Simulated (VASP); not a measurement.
Set up this calculation in VASP 6.6.1, as the native input.

- Task: single point
- Functional: PBE
- Potentials or basis: VASP PAW PBE potentials, release 64 (Ca_pv)
- Cutoff: 900 eV
- k mesh: 19 × 19 × 19
- Occupations: methfessel-paxton, width 0.1 eV
- Spin: no spin polarisation
- Further INCAR settings: ADDGRID = False; ALGO = Normal; EDIFF = 1e-08

The structure of Ca lies in POSCAR:

```
Ca
1.0
   -2.0964874600      2.1017318100      2.4453524600
    2.0964874600     -2.1017318100      2.4453524600
    2.0964874600      2.1017318100     -2.4453524600
Ca
1
Direct
    0.5000000000      0.5000000000      0.0000000000
```

This isn't the form of Ca at room conditions, which is fcc.

One way to write it, as run:

INCAR

```
PREC     = Accurate       # precision mode
ENCUT    = 900            # plane-wave cutoff, eV
EDIFF    = 1E-8           # SCF threshold, eV
ISMEAR   = 1              # smearing method
SIGMA    = 0.1            # smearing width, eV
LREAL    = False          # projectors in reciprocal space
LASPH    = True           # aspherical terms in the spheres
NELM     = 100            # most SCF steps
ALGO     = Normal         # electronic algorithm
ISIF     = 2              # what is computed and relaxed
LWAVE    = False          # write WAVECAR
LCHARG   = False          # write CHGCAR
GGA      = PE             # functional
ADDGRID  = False
```

KPOINTS

```
Automatic mesh
0
Gamma
  19 19 19
```

Potentials or basis: VASP PAW PBE potentials, release 64 (Ca_pv).

Run with:

```bash
$ cat potpaw_PBE.64/Ca_pv/POTCAR > POTCAR
$ mpirun -np 1 vasp_std > vasp.out
```

It gave:

The pressure is -0.4 GPa and the band gap on the k mesh is none (metal or under the smearing width).

It took 6.8 min on 1 thread of Intel(R) Xeon(R) Platinum 8488C (Sapphire Rapids), on a shared host, peak memory 0.98 GiB.
